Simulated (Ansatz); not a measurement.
# MnSb

The computed numbers are results of PBE with spin–orbit coupling (two-component spinors) in the plane-wave PAW code Ansatz at 420 eV, 10×10×6 k-mesh, Gaussian smearing of 0.05 eV; PAW files: Ansatz's generated set soft_2.

```
CELL_PARAMETERS angstrom
4.09914 0.00000 0.00000
-2.04957 3.54996 0.00000
0.00000 0.00000 5.59425
ATOMIC_POSITIONS crystal
Mn 0.00000 0.00000 0.00000
Mn 0.00000 0.00000 0.50000
Sb 0.33333 0.66667 0.25000
Sb 0.66667 0.33333 0.75000
```

The chain of runs began from a cell as deposited in COD, expanded in volume.

Magnetic state: ferromagnetic, site spin moments Mn 3.03; Sb -0.06 μB, along [001] (Cartesian), which lowers the symmetry.

The cell is relaxed to zero pressure at this level.

The cell has space group P6_3/mmc (read at 0.01 Å). In it the stress is 0.00, 0.00, 0.02, 0.00, 0.00, 0.00 GPa and the largest force component 0.000 eV/Å. Each change below starts from this cell, without further relaxation. Stress is in GPa, positive in compression, in the order xx, yy, zz, yz, xz, xy; energies are counted from the cell above and are free energies with the smearing's entropy, which match forces and stress in a metal.

One atom was moved along a Cartesian axis, and these forces appeared. Which atom, and about how far?
```
atom  Fx (eV/Å)      Fy      Fz
 Mn1      0.000  -0.309  -0.001
 Mn2      0.000  -0.004   0.000
 Sb3      0.000   0.165   0.008
 Sb4      0.000   0.148  -0.007
```

Atom 1 (Mn) is moved by 0.05 Å along y; the energy changes by 7.7 meV per cell.

A single strain component, atoms carried along, gave the stress 0.07, 0.02, 0.05, 0.00, 1.15, 0.00. Which component, and about how large?

An engineering strain of -2 % in xz; the energy changes by 5.8 meV per cell.

Site moments are of spin, integrated over Gaussian weights of 0.5 Å, which gives about a tenth less on f atoms than spheres do. No antiparallel order was tried. The relaxed cell is 6 % smaller in volume than the cell of this structure in the Crystallography Open Database (21.57 Å³/atom, 1988).
